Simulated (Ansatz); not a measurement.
**Effective masses and thermopower of AlSb under load (space group F-43m)**

Consider the following.

```
CELL_PARAMETERS angstrom
      0.00000     3.01133     3.01133
      3.01133     0.00000     3.01133
      3.01133     3.01133     0.00000
ATOMIC_POSITIONS crystal
  Al 0.00000 0.00000 0.00000
  Sb 0.75000 0.75000 0.75000
```

Level of theory: r2SCAN with spin-orbit coupling, rigid bands (plane waves, PAW; Ansatz, a first-principles code). Condition of this run: hydrostatic pressure 5 GPa (the target of the relaxation). How the cell was made: cell and atoms relaxed with r2SCAN, then loaded as said.

| Property | Value |
|---|---|
| band gap | 1.18 eV |
| electron conductivity mass (300 K, dilute) | 0.35 mₑ |
| hole conductivity mass (300 K, dilute) | 0.37 mₑ |
| effective density of states N_c (300 K) | 4.3e19 cm⁻³ |
| effective density of states N_v (300 K) | 1.2e19 cm⁻³ |
| density-of-states mass, electrons | 1.42 mₑ |
| density-of-states mass, holes | 0.61 mₑ |
| Seebeck coefficient, n-type 1e19 cm⁻³, 300 K | -318 μV/K |
| best n-type power factor at 300 K for τ = 10 fs (best axis; densities from 1e16 to 1e21 cm⁻³ tried, whether or not they can be reached) | 13.9 μW/(cm·K²) at 1e20 cm⁻³ |
| Seebeck coefficient, p-type 1e19 cm⁻³, 300 K | 238 μV/K |
| best p-type power factor at 300 K for τ = 10 fs (best axis; densities from 1e16 to 1e21 cm⁻³ tried, whether or not they can be reached) | 5.4 μW/(cm·K²) at 3e19 cm⁻³ |

Rigid bands; masses and Seebeck coefficients take one relaxation time τ for all states and one kind of carrier; polarons and phonon drag are left out.
